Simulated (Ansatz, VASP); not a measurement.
One calculation of CuAu, two programs

POSCAR

```
CuAu
1.0
    2.8293642325      0.0000000000      0.0000000000
    0.0000000000      2.8293642325      0.0000000000
    0.0000000000      0.0000000000      3.7094046847
Au Cu
1 1
Direct
    0.0000000000      0.0000000000      0.0000000000
    0.5000000000      0.5000000000      0.5000000000
```

The input INCAR.step1:

```
PREC     = Accurate       # precision mode
ENCUT    = 520            # plane-wave cutoff, eV
ISMEAR   = -1             # smearing method
SIGMA    = 0.05           # smearing width, eV
LREAL    = False          # projectors in reciprocal space
LASPH    = True           # aspherical terms in the spheres
NELM     = 100            # most SCF steps
NBANDS   = 18             # bands
GGA      = PE             # functional
ALGO     = Normal         # electronic algorithm
EDIFF    = 1E-4           # SCF threshold, eV
LWAVE    = True           # write WAVECAR
LCHARG   = False          # write CHGCAR
```

Contents of INCAR.step2:

```
PREC     = Accurate       # precision mode
ENCUT    = 520            # plane-wave cutoff, eV
EDIFF    = 1E-6           # SCF threshold, eV
ISMEAR   = -1             # smearing method
SIGMA    = 0.05           # smearing width, eV
LREAL    = False          # projectors in reciprocal space
LASPH    = True           # aspherical terms in the spheres
NELM     = 100            # most SCF steps
ALGO     = Normal         # electronic algorithm
ISIF     = 2              # what is computed and relaxed
LWAVE    = False          # write WAVECAR
LCHARG   = False          # write CHGCAR
METAGGA  = R2SCAN         # meta-GGA
LMIXTAU  = True         
NBANDS   = 18             # bands
ISTART   = 1
```

File KPOINTS:

```
regular mesh
0
Gamma
  9 9 7
```

Contents of input.yaml:

```yaml
crystal:
  lattice:
    - [2.8293642325, 0.0, 0.0]
    - [0.0, 2.8293642325, 0.0]
    - [0.0, 0.0, 3.7094046847]
  atoms:
    - { symbol: Au, position: [0.0, 0.0, 0.0] }
    - { symbol: Cu, position: [0.5, 0.5, 0.5] }
hamiltonian:
  xc: r2scan
  pseudopotentials: { kind: paw }
kpoints:
  mp_grid: { grid: [9, 9, 7] }
scf:
  occupations: { method: fermi_dirac, width: 0.05 }
output:
  forces: true
  stress: true
  eigenvalues: true
  write_density: true
  write_potential: true
  elf: true
  volumetric_format: npy
```

Alike in both runs: task single point; functional r2SCAN; k mesh 9 × 9 × 7; occupations fermi-dirac, width 0.05 eV; no spin polarisation.

```csv
,VASP,Ansatz
version,VASP 6.6.1,Ansatz 0.2.0
potentials or method,"VASP PAW PBE potentials, release 64 (Au, Cu)",Ansatz PAW
plane-wave cutoff (eV),520,500
valence electrons in the cell,22,38
```

```csv
,VASP,Ansatz,Ansatz less VASP
gap on the k mesh at the Fermi level (eV),none,none,-
pressure (GPa),-3.3,-3.3,-0.06
largest component of the traceless stress (GPa),0.18,0.29,+0.110
```

A gap of «none» marks a metal or a gap that the smearing closes. The two sets of potentials don't hold the same shells in valence.

Caveats: the PAW data sets were made with another functional, which shifts forces and pressure a little (VASP); the PAW data sets come from PBE, with cores solved anew for the run's functional, which leaves a small shift of forces and pressure (Ansatz). Spin-orbit coupling is left out, which matters for the levels of Au.
